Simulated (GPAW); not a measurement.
A run of GPAW 26.7.0 is set up as follows.

File run.py:

```python
from ase import Atoms
from ase.filters import FrechetCellFilter
from ase.io import write
from ase.optimize import FIRE
from gpaw import GPAW, PW

atoms = Atoms(['Ni', 'O'],
              cell=[[0.0, 2.0859016414, 2.0859016414],
                    [2.0859016414, 0.0, 2.0859016414],
                    [2.0859016414, 2.0859016414, 0.0]],
              scaled_positions=[[0.0, 0.0, 0.0],
                                [0.5, 0.5, 0.5]],
              pbc=True)
atoms.set_initial_magnetic_moments([1.0, 0.0])

calc = GPAW(mode=PW(800),
            xc='RPBE',
            kpts={'size': (11, 11, 11), 'gamma': True},
            occupations={'name': 'fermi-dirac', 'width': 0.05},
            nbands=22,
            convergence={'density': 1e-05, 'forces': 0.0001},
            maxiter=150,
            txt='gpaw.txt')
atoms.calc = calc
opt = FIRE(FrechetCellFilter(atoms), trajectory='relax.traj', logfile='-')
done = opt.run(fmax=0.05, steps=100)
calc.write('gs.gpw')
write('result.traj', atoms)
print('Converged:', done)
print('Cell:', atoms.cell.cellpar().round(4))
print('Volume:', round(atoms.get_volume(), 4))
print(atoms.get_scaled_positions().round(5))
```

Potentials or basis: the program's PAW data sets (release 1.2.1) made for this functional, pw.

Command:

```sh
$ OMP_NUM_THREADS=1 python run.py
```

(1) Predict the space group after relaxing (to 0.05 Å).

(2) What does it give for the site moments?

Answers

(1) Fm-3m (No. 225).

(2) Ni +1.61; O +0.23 μB.

Caveat: each step starts from the last one's moments, so a moment once lost doesn't come back; later steps reuse the first step's grids; a cell with one magnetic atom can't hold antiferromagnetic order, which such compounds often take.
